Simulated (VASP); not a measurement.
Input of a VASP 6.6.1 run:

Contents of run.py:

```python
from ase.calculators.vasp import Vasp
from ase.dft.bandgap import bandgap
from ase.io import read

atoms = read('TaS2.cif', primitive_cell=True, subtrans_included=False)
calc = Vasp(
    directory='calc',
    xc='lda',
    pp='LDA',
    setups='recommended',
    prec='Accurate',
    encut=520,
    ediff=1e-06,
    ismear=0,
    sigma=0.05,
    lreal=False,
    lasph=True,
    nelm=100,
    algo='Normal',
    isif=2,
    lwave=False,
    lcharg=False,
    kpts=[9, 9, 5],
    gamma=True,
)
atoms.calc = calc

print('energy (eV):', atoms.get_potential_energy())
print('free energy (eV):', atoms.get_potential_energy(force_consistent=True))
print('forces (eV/A):')
print(atoms.get_forces())
print('stress (eV/A^3, Voigt):', atoms.get_stress())
print('Fermi level (eV):', calc.get_fermi_level())
gap, top, bottom = bandgap(calc)
print('band gap (eV):', gap, 'from (spin, k, band)', top, 'to', bottom)
```

TaS2.cif

```cif
data_TaS2
_cell_length_a 3.35000000
_cell_length_b 3.35000000
_cell_length_c 5.86000000
_cell_angle_alpha 90.00000000
_cell_angle_beta 90.00000000
_cell_angle_gamma 120.00000000
_space_group_name_H-M_alt 'P-3m1'
_space_group_name_Hall '-P 3 2"'
_space_group_IT_number 164
loop_
_space_group_symop_operation_xyz
'x,y,z'
'-x,-y,-z'
'-y,x-y,z'
'y,-x+y,-z'
'-x+y,-x,z'
'x-y,x,-z'
'y,x,-z'
'-y,-x,z'
'x-y,-y,-z'
'-x+y,y,z'
'-x,-x+y,-z'
'x,x-y,z'
loop_
_atom_site_label
_atom_site_type_symbol
_atom_site_symmetry_multiplicity
_atom_site_Wyckoff_symbol
_atom_site_fract_x
_atom_site_fract_y
_atom_site_fract_z
_atom_site_occupancy
Ta1 Ta 1 a 0.0000000000 0.0000000000 0.0000000000 1
S1 S 2 d 0.6666666667 0.3333333333 0.7500000000 1
```

Potentials or basis: VASP PAW LDA potentials, release 64 (Ta_pv, S).

Launch:

```console
$ python run.py
```

(1) What does it give for the pressure?

(2) What does it give for the largest force?

(3) Estimate the band gap on the k mesh.

Results:

(1) 1.7 GPa.

(2) 0.830 eV/Å.

(3) none (metal or under the smearing width).
